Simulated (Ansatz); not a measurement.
## HfO2 at a changed volume: Field gradients at the nuclei

The cell is a structure deposited in the COD, relaxed with PBE at fixed cell and then changed (volume scaled by 0.98).

```cif
data_HfO2
_symmetry_space_group_name_H-M 'P2_1/c'
_symmetry_Int_Tables_number 14
_cell_length_a 5.0836
_cell_length_b 5.1509
_cell_length_c 5.2486
_cell_angle_alpha 90.000
_cell_angle_beta 99.352
_cell_angle_gamma 90.000
loop_
_atom_site_label
_atom_site_type_symbol
_atom_site_symmetry_multiplicity
_atom_site_Wyckoff_symbol
_atom_site_fract_x
_atom_site_fract_y
_atom_site_fract_z
Hf Hf 4 e 0.2767 0.0419 0.2081
O5 O 4 e 0.4466 0.7584 0.4803
O9 O 4 e 0.0726 0.3393 0.3389
```

One atom of each set is listed.

Computed with Ansatz: DFT, PBE, plane waves and PAW (field gradients read without the response of the frozen cores, which leaves them typically 4 to 6 % off), scalar-relativistic, 420 eV cutoff, Γ-centred 4×4×4 k-points, Fermi–Dirac smearing 0.02 eV.

V_zz is the principal component of the electric field gradient with the largest magnitude, η = (V_xx − V_yy)/V_zz and C_Q = eQV_zz/h.

Hf-179: I = 9/2, Q = 3793 mb; 17O: I = 5/2, Q = -25.58 mb. Quadrupole moments are those of Pyykkö's year-2017 table.

**Question.** What field gradients does the calculation give at each kind of site?

**Answer.** 

| site | atoms | first shell | V_zz (10²¹ V/m²) | η | C_Q (MHz) |
| --- | --- | --- | --- | --- | --- |
| Hf | 4 | 7 O at 2.03–2.23 Å | 12.44 | 0.16 | 1141 |
| O5 | 4 | 4 Hf at 2.13–2.23 Å | 1.11 | 0.97 | -0.688 |
| O9 | 4 | 3 Hf at 2.03–2.13 Å | -1.21 | 0.93 | 0.748 |

Without spin–orbit coupling the gradients at and beside Hf can be off by some per cent, at some sites by more. At this changed cell the PBE pressure is 10 GPa. Where η is near 1 the sign of V_zz means little.

Hardware: 1 thread of Intel Xeon 6975P-C (Granite Rapids) (x86_64; 16 cores open to the job, memory cap 3.0 GiB, no GPU), a shared host with a load of 0.1 a core. Wall time 13 s, CPU time 13 s, peak memory 0.61 GiB.
